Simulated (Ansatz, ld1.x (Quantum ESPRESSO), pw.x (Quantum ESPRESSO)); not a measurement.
## Equation-of-state test of one TM potential (germanium)

* Element: germanium
* Generator: ld1.x (Quantum ESPRESSO) 7.5
* Type: norm-conserving Troullier–Martins (Kleinman–Bylander form)
* Functional: LDA (PW92)
* Relativity: scalar-relativistic
* Frozen core: [Ar] 3d10
* Valence charge: 4
* Reference configuration: 4s2 4p2
* Partial waves: 4s (bound): rc 1.85 bohr; 4p (bound): rc 2.20 bohr; 4d channel at 0.25 Ry: rc 2.40 bohr
* Local potential: the d channel
* Core correction: Bessel-smoothed model core, default radius (core density twice the valence density)

Crystal test: fcc Ge in pw.x 7.5, no spin, 14³ k-points, Fermi–Dirac smearing 0.01 Ry, cutoffs 50/200 Ry. The reference is all-electron LAPW (Ansatz 0.2.0) with the same functional, mesh and smearing; V0 and B0 come from Birch–Murnaghan fits to the pressures at five volumes. Errors are pseudo minus all-electron; Δ is the rms difference of the E(V) curves that follow from these fits, minima aligned, over ±6 % about the mean V0. Mesh and smearing are coarse, so the numbers serve the comparison and aren't converged zero-temperature values; the lattice is a test structure that the element need not adopt.

All-electron: a0 = 4.177 Å (V0 = 18.21 Å³/atom), B0 = 74.5 GPa.

Question: How far does the potential miss the all-electron equation of state?

Answer: mean pressure error (GPa): +3.39; a0 (Å): 4.236; a0 error (%): +1.42; B0 error (%): -2.9; Δ (meV/atom): 12.7. This is a poor potential for the solid.

```
V (Å³/atom)  P all-electron (GPa)  P pseudo (GPa)
     17.335                  4.09            8.15
     17.791                  1.83            5.51
     18.247                 -0.14            3.20
     18.703                 -1.87            1.19
     19.159                 -3.39           -0.59
```

Question: At the middle volume, how do free energy and pressure move when the wave cutoff is lowered (ecutrho kept at four times it)?

Answer:

```json
{"cutoff (Ry)": "22", "shift of F (meV/atom)": "+113.7", "shift of P (GPa)": "-0.68"}
{"cutoff (Ry)": "30", "shift of F (meV/atom)": "+51.6", "shift of P (GPa)": "-1.54"}
{"cutoff (Ry)": "40", "shift of F (meV/atom)": "+3.5", "shift of P (GPa)": "-0.32"}
```

The run at the middle volume (104 k-points, 7 iterations) took about 8.4 s on one core of a shared host (Neoverse-V1, 32 threads, 247 GiB, load 25).
